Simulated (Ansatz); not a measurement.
Hf:

```
Hf
1.0
    -1.80500    1.80500    1.80500
     1.80500   -1.80500    1.80500
     1.80500    1.80500   -1.80500
Hf
1
Direct
  0.00000 0.00000 0.00000
```

This isn't the form of Hf at room conditions, which is hcp.

Program: Ansatz 0.2.0. Alike in all runs: potentials or basis Ansatz PAW; no spin polarisation; cell as given; k mesh 5 × 5 × 5; smearing fermi-dirac 0.05 eV; the mesh is coarse, so values aren't converged.

Problem. Order these runs on this cell by their pressure, lowest first.
A. level HSEsol; cutoff (eV) 420; points for each segment of the path 4
B. level HF; cutoff (eV) 420
C. level PBEsol0; cutoff (eV) 420
D. level r2SCANh; cutoff (eV) 500

Solution. C (-9.4 GPa), A (-5.8 GPa), D (-3.6 GPa), B (12.9 GPa).

Caveats: all runs use coarse meshes; the PAW data sets come from PBE, with cores solved anew for the run's functional, which leaves a small shift of forces and pressure; the thresholds are loose for stress.
